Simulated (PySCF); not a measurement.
These compounds are isomers of formula C₇H₁₀.

A. SMILES C=C1CC/C1=C\C
B. SMILES C1C(C2(C)C=C2)C1
C. norbornene

Spectrum 1. 13C{1H} NMR (computed): δ 131.8 (CH), 29.9 (CH3), 26.2 (C), 21.7 (CH), 5.9 (CH2).

Spectrum 2. 13C{1H} NMR (computed): δ 144.4 (CH), 52.7 (CH2), 45.0 (CH), 27.2 (CH2).

Spectrum 3. 13C{1H} NMR (computed): δ 155.2 (C), 146.0 (C), 124.5 (CH), 108.0 (CH2), 27.9 (CH2), 25.9 (CH2), 17.1 (CH3).

[PySCF 2.14: GFN2-xTB geometry; couplings computed with B3LYP/pcJ-1 (spin–dipole term left out of most H,H and C,H couplings); PBE0/pcSseg-1 with gauge-including orbitals; one computed conformer; averaged over atoms made equivalent by symmetry, fast rotation or ring inversion; in vacuum; non-relativistic Hamiltonian]

δ = σ(ref) − σ, references computed at the same level: 13C (186.93 ppm) against TMS. Shifts are as computed. Against solution values, carbons near 30 ppm lie about +3 ppm off and those near 130 ppm about +5 ppm. Of 1211 compounds with measured shifts, 218 miss one by over three times the rms of a fit or turn the order of signals round; such compounds aren't used in these exercises.

Question: Which spectrum belongs to which compound?

Answer: 1–B, 2–C, 3–A.

- Spectrum 1 (B): 5 13C signals; δC 131.8 is an alkene CH; δC 29.9 is a methyl carbon.
- Spectrum 2 (C): 4 13C signals; δC 144.4 is an alkene CH; δC 52.7 is an sp3 CH2 in a ring.
- Spectrum 3 (A): 7 13C signals; δC 155.2 is a fully substituted alkene carbon; δC 146.0 is a fully substituted alkene carbon.
